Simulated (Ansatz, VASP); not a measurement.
# Two plane-wave programs on ScHO2

```
CELL_PARAMETERS angstrom
3.19909 0.00000 0.00000
-1.59954 2.77049 0.00000
0.00000 0.00000 9.26496
ATOMIC_POSITIONS crystal
Sc 0.00000 0.00000 0.50567
Sc 0.00000 0.00000 0.00567
H 0.66667 0.33333 0.77157
H 0.33333 0.66667 0.27157
O 0.66667 0.33333 0.60388
O 0.66667 0.33333 0.88254
O 0.33333 0.66667 0.10388
O 0.33333 0.66667 0.38254
```

Alike in both runs: functional PBEsol; k mesh 12 × 12 × 4; occupations gaussian, width 0.05 eV; no spin polarisation.

Ansatz relaxed the structure, and its values are those at the end. VASP's run is a single point on that final structure, the one shown.

|  | VASP | Ansatz |
| --- | --- | --- |
| version | VASP 6.6.1 | Ansatz 0.2.0 |
| potentials or method | VASP PAW PBE potentials, release 64 (Sc_sv, H, O) | scalar-relativistic, plane waves, PAW |
| plane-wave cutoff (eV) | 520 | 420 |
| valence electrons in the cell | 48 | 48 |

|  | VASP | Ansatz | Ansatz less VASP |
| --- | --- | --- | --- |
| gap on the k mesh at the Fermi level (eV) | 4.34 | 4.37 | +0.028 |
| least direct gap on the mesh (eV) | 4.70 | 4.72 | +0.018 |
| pressure (GPa) | 0.8 | 0.0 | -0.77 |
| rms of the force components (eV/Å) | 0.039 | 0.001 | -0.0376 |

Caveats: the PAW data sets were made with another functional, which shifts forces and pressure a little (VASP). A k mesh can miss the band edges.
